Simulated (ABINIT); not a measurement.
**Moving spin-orbit coupling in PbSe**

Symmetry: Fm-3m, No. 225, cubic system. The conventional cell has a = 6.121 Å, b = 6.121 Å, c = 6.121 Å, α = 90.00°, β = 90.00°, γ = 90.00°. Pb (site symmetry m-3m) is surrounded by 6 Se at 3.06 Å. Around Se (site symmetry m-3m) lie 6 Pb at 3.06 Å.

Kept alike: task band structure; functional PBE; k mesh 8 × 8 × 8; occupations fermi-dirac, width 0.05 eV. Program: ABINIT, JTH PAW PBE v2.0, cutoff 599 eV. The mesh is that of the run's cell of 2 atoms.

| spin-orbit coupling | band gap (eV) |
| --- | --- |
| off | 0.285 |
| on | 0.139 |

Gaps are the smaller of the mesh's and the band path's.

Question: What does spin-orbit coupling change here?

Answer: The band gap runs from 0.139 (on) to 0.285 eV (off). Spin-orbit coupling splits p and d bands at the edges, and the more so the heavier the atoms. Measured: 0.28 eV at 300 K (a printed reference work); nearest off, 0.005 eV off. The runs are for a static lattice.
